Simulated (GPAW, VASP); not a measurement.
Given: the input of a run of VASP 6.6.1 on HfB2. 

INCAR

```
SYSTEM = HfB2
PREC     = Accurate       ! precision mode
ENCUT    = 520            ! plane-wave cutoff, eV
EDIFF    = 1E-7           ! SCF threshold, eV
ISMEAR   = 0              ! smearing method
SIGMA    = 0.05           ! smearing width, eV
LREAL    = .FALSE.        ! projectors in reciprocal space
LASPH    = .TRUE.         ! aspherical terms in the spheres
NELM     = 60             ! most SCF steps
ALGO     = Normal         ! electronic algorithm
ISIF     = 2              ! what is computed and relaxed
LWAVE    = .FALSE.        ! write WAVECAR
LCHARG   = .FALSE.        ! write CHGCAR
GGA      = RP             ! functional
NBANDS   = 15             ! bands
```

The input KPOINTS:

```
Automatic mesh
0
G
  10 10 8
  0 0 0
```

File POSCAR:

```
HfB2
1.0
    3.1400000000      0.0000000000      0.0000000000
   -1.5700000000      2.7193197679      0.0000000000
    0.0000000000      0.0000000000      3.4800000000
Hf B
1 2
Cartesian
    0.0000000000      0.0000000000      0.0000000000
    1.5700000002      0.9064399225      1.7400000000
   -0.0000000002      1.8128798454      1.7400000000
```

Potentials or basis: VASP PAW PBE potentials, release 64 (Hf_pv, B).

Run with:

```console
$ cat potpaw_PBE.64/Hf_pv/POTCAR potpaw_PBE.64/B/POTCAR > POTCAR
$ mpirun -np 1 vasp_std > vasp.out
```

Question: Set up the same calculation for GPAW 26.7.0 (ASE script). Potentials or basis there: the program's PAW data sets (release 1.2.1) made for this functional, cutoff 800 eV.

Answer: As run (cutoffs and basis follow the program's own potentials, and thresholds, step limits or extra output files can differ):

File run.py:

```python
from ase.dft.bandgap import bandgap
from ase.io import read, write
from ase.units import Bohr, GPa
from gpaw import GPAW, PW
from gpaw.elf import elf_from_dft_calculation

atoms = read('POSCAR')

calc = GPAW(mode=PW(800),
            xc='RPBE',
            kpts={'size': (10, 10, 8), 'gamma': True},
            occupations={'name': 'methfessel-paxton', 'order': 0, 'width': 0.05},
            nbands=20,
            convergence={'density': 1e-05, 'energy': 1e-05},
            maxiter=150,
            txt='gpaw.txt')
atoms.calc = calc
energy = atoms.get_potential_energy()
forces = atoms.get_forces()
stress = atoms.get_stress()
calc.write('gs.gpw')
write('result.traj', atoms)
print(f'Energy: {energy:.6f} eV')
print('Forces (eV/A):')
print(forces.round(4))
print('Stress (GPa):', (stress / GPa).round(3))
print('Fermi level:', round(calc.get_fermi_level(), 4), 'eV')
print(f'Gap: {bandgap(calc)[0]:.4f} eV, direct: {bandgap(calc, direct=True)[0]:.4f} eV')

# fields on the real-space grid
write('density.cube', atoms, data=calc.get_pseudo_density() * Bohr**3)
write('potential.cube', atoms, data=calc.get_electrostatic_potential())
write('elf.cube', atoms, data=elf_from_dft_calculation(calc).data)
```

Contents of POSCAR:

```
HfB2
1.0
    3.1400000000      0.0000000000      0.0000000000
   -1.5700000000      2.7193197679      0.0000000000
    0.0000000000      0.0000000000      3.4800000000
Hf B
1 2
Direct
    0.0000000000      0.0000000000      0.0000000000
    0.6666666667      0.3333333333      0.5000000000
    0.3333333333      0.6666666667      0.5000000000
```

Potentials or basis: the program's PAW data sets (release 1.2.1) made for this functional, pw.

The run is started by

```bash
$ OMP_NUM_THREADS=1 python run.py
```

Both were run:

|  | VASP | GPAW |
| --- | --- | --- |
| Pressure | 5.1 GPa | 6.6 GPa |

The potentials hold 16 and 18 valence electrons a cell.

VASP's potentials were made for PBE.

Pressure is positive in compression.
